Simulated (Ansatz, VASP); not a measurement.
**Two plane-wave programs on Ti3Se**

File INCAR:

```
PREC = Accurate
ENCUT = 520
EDIFF = 1E-6
ISMEAR = 0
SIGMA = 0.1
LREAL = False
LASPH = True
NELM = 150
ALGO = Normal
ISIF = 2
LWAVE = False
LCHARG = False
ISPIN = 2
MAGMOM = 1 1 1 0
LORBIT = 11
LMAXMIX = 4
GGA = PE
NBANDS = 33
```

The input KPOINTS:

```
Automatic mesh
0
Gamma
  4 4 4
```

Contents of POSCAR:

```
Ti3Se
1.0
    0.0000000000      3.6182327400      3.6182327400
    3.6182327400      0.0000000000      3.6182327400
    3.6182327400      3.6182327400      0.0000000000
Ti Se
3 1
Direct
    0.2500000000      0.2500000000      0.2500000000
    0.5000000000      0.5000000000      0.5000000000
    0.7500000000      0.7500000000      0.7500000000
    0.0000000000      0.0000000000      0.0000000000
```

Input for Ansatz:

```yaml
crystal:
  lattice:
    - [0.0, 3.61823274, 3.61823274]
    - [3.61823274, 0.0, 3.61823274]
    - [3.61823274, 3.61823274, 0.0]
  atoms:
    - { symbol: Ti, position: [0.25, 0.25, 0.25], spin: 1.0 }
    - { symbol: Ti, position: [0.5, 0.5, 0.5], spin: 1.0 }
    - { symbol: Ti, position: [0.75, 0.75, 0.75], spin: 1.0 }
    - { symbol: Se, position: [0.0, 0.0, 0.0] }
basis:
  ecutwfc: 420
kpoints:
  mp_grid: { grid: [4, 4, 4] }
hamiltonian:
  xc: pbe
scf:
  occupations: { method: gaussian, width: 0.1 }
  lower_state_search: "off"
output:
  forces: true
  stress: true
  eigenvalues: true
  populations: true
magnetization:
  spin_polarized: true
```

Change from the starting cell: species swapped into the Eu3Mg type (Fm-3m, No. 225).

Alike in both runs: task single point; functional PBE; k mesh 4 × 4 × 4; occupations gaussian, width 0.1 eV; collinear spin.

```csv
,VASP,Ansatz
version,VASP 6.6.1,Ansatz 0.2.0
potentials or method,"VASP PAW PBE potentials, release 64 (Ti_sv, Se)","scalar-relativistic, plane waves, PAW"
plane-wave cutoff (eV),520,420
valence electrons in the cell,42,52
```

|  | VASP | Ansatz | Ansatz less VASP |
| --- | --- | --- | --- |
| gap on the k mesh at the Fermi level (eV) | none | none | - |
| pressure (GPa) | -16.4 | -16.4 | 0.00 |
| net moment per atom (μB) | 0.73 | 0.73 | -0.005 |
| size of the moment on the site where the two differ most (μB) | 1.25 | 1.41 | +0.153 |

Site moments also hang on the region over which each program counts them. A gap of «none» marks a metal or a gap that the smearing closes. With one functional, cell and mesh, what is left measures potentials, basis and numerics. The two sets of potentials don't hold the same shells in valence.

Caveats: the k mesh is coarse (spacing up to 0.38 Å⁻¹), so the values aren't converged; so large a pressure means that the cell lies far from this level's equilibrium, or that cutoff or potentials fall short (VASP).
